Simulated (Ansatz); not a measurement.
# Ni: the cost of one run

Method: DFT PBE, scalar-relativistic, plane waves, PAW, in Ansatz 0.2.0.

### Step 1. The structure to begin with

The structure is trigonal, space group P-3m1 (No. 164). Conventional cell: a = 2.492 Å, b = 2.492 Å, c = 26.207 Å, α = 90.00°, β = 90.00°, γ = 120.00°. Ni (site symmetry 3m) has 9 Ni at 2.49 Å as nearest neighbours. Around Ni (site symmetry 3m) lie 12 Ni at 2.49 Å. Ni (site symmetry -3m) is surrounded by 12 Ni at 2.49 Å.

Coordinates:

```
CELL_PARAMETERS angstrom
2.49184 0.00000 0.00000
1.24592 2.15800 0.00000
0.00000 0.00000 26.20749
ATOMIC_POSITIONS crystal
Ni 0.00000 0.00000 0.26710
Ni 0.33333 0.33333 0.34473
Ni 0.66667 0.66667 0.42237
Ni 0.00000 0.00000 0.50000
Ni 0.33333 0.33333 0.57763
Ni 0.66667 0.66667 0.65527
Ni 0.00000 0.00000 0.73290
```

### Step 2. Relaxing the atoms: Ni7 slab

Input file input.yaml:

```yaml
crystal:
  lattice:
    - [2.4918443, 0.0, 0.0]
    - [1.24592215, 2.15800046, 0.0]
    - [0.0, 0.0, 26.20749409]
  atoms:
    - { symbol: Ni, position: [0.0, 0.0, 0.2670991731] }
    - { symbol: Ni, position: [0.3333333333, 0.3333333333, 0.344732782] }
    - { symbol: Ni, position: [0.6666666667, 0.6666666667, 0.422366391] }
    - { symbol: Ni, position: [0.0, 0.0, 0.5] }
    - { symbol: Ni, position: [0.3333333333, 0.3333333333, 0.577633609] }
    - { symbol: Ni, position: [0.6666666667, 0.6666666667, 0.655267218] }
    - { symbol: Ni, position: [0.0, 0.0, 0.7329008269] }
scf:
  occupations: { method: gaussian, width: 0.1 }
output:
  forces: true
  stress: false
  write_density: true
  write_potential: true
  elf: true
  volumetric_format: npy
hamiltonian:
  xc: pbe
magnetization:
  spin_polarized: true
efield:
  axis: 3
  dipole_correction: true
kpoints:
  mp_grid: { grid: [16, 16, 1] }
relax:
  f_tol: 0.01
```

Run with:

```
$ ansatz run input.yaml --threads 8 --pin off --max-ram 24576MiB --backend cpu --events-out ev --progress --plain --runs-dir out
```

**Question.** How long does this run take on 8 threads of Intel Xeon Platinum 8259CL at 2.50GHz (Skylake/Cascade Lake), shared host, and how much memory does it need?

About 62 s, with a peak of 1.3 GiB.
